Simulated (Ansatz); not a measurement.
Reactions of ClH2Sb, SMILES `[Cl][SbH2]`.

Program: Ansatz. Geometries: PBE0-D4/def2-TZVP. ΔE: electronic, gas phase. CCSD(T)/CBS adds triple-zeta CCSD(T) − MP2 to the extrapolated MP2 energy (def2 sets, frozen cores). This one scheme is used for every species. DFT in def2-TZVPP. B3LYP here is the variant with VWN-RPA as its local correlation; programs differ in this. Open shells (•) are unrestricted, without spin–orbit coupling. Elements past krypton have def2 core potentials. For I, Sb outer-core shells are correlated without core-valence functions, which leaves a few kJ/mol of doubt a bond. One conformer a species, not always the lowest.

```csv
reaction,B3LYP-D4 (eV),ωB97X-V (eV),CCSD(T)/CBS(def2) (eV)
`[Cl][SbH2]` + HI → `[SbH2][I]` + HCl,-0.29,-0.26,-0.35
`[Cl][SbH2]` + `C=C=N` → `C=C=[N][SbH2]` + HCl,0.57,0.59,0.55
`[Cl][SbH2]` + `C=N` → `C=[N][SbH2]` + HCl,0.84,0.86,0.82
`[Cl][SbH2]` + `[SiH3]`• → `[Cl][SbH]`• + SiH₄,-1.22,-1.25,-1.21
`[Cl][SbH2]` + `F[C](F)F`• → `[Cl][SbH]`• + `FC(F)F`,-1.86,-1.88,-1.95
`[Cl][SbH2]` + CH₃SH → `C[S][SbH2]` + HCl,0.21,0.24,0.16
```

Largest T1 diagnostic: 0.015, for `C=C=[N][SbH2]`.
